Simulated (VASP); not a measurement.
Given:

```yaml
crystal:
  lattice:
    - [1.77000, -3.06573, 0.00000]
    - [1.77000, 3.06573, 0.00000]
    - [0.00000, 0.00000, 5.70000]
  atoms:
    - { symbol: In, position: [0.66667, 0.33333, 0.50000] }
    - { symbol: In, position: [0.33333, 0.66667, 0.00000] }
    - { symbol: N, position: [0.66667, 0.33333, 0.87900] }
    - { symbol: N, position: [0.33333, 0.66667, 0.37900] }
```

All values below come from PBE GGA, VASP's PBE PAW potentials (set 64) (plane waves; VASP). Settings: 520 eV cut-off, 6×6×3 Γ-centred mesh, Gaussian smearing of 0.050 eV, potentials In_d N.

Give the stress tensor in GPa (positive for a compressed cell).

```
5.09  0.00  0.00
0.00  5.09  0.00
0.00  0.00  5.81
```
The pressure is its mean diagonal, 5.33 GPa.

The compound is InN in the wurtzite structure. The cell was not relaxed at this level. The k-mesh is coarse (spacing up to 0.37 per Å, 2π included), so the numbers may not be converged in it.
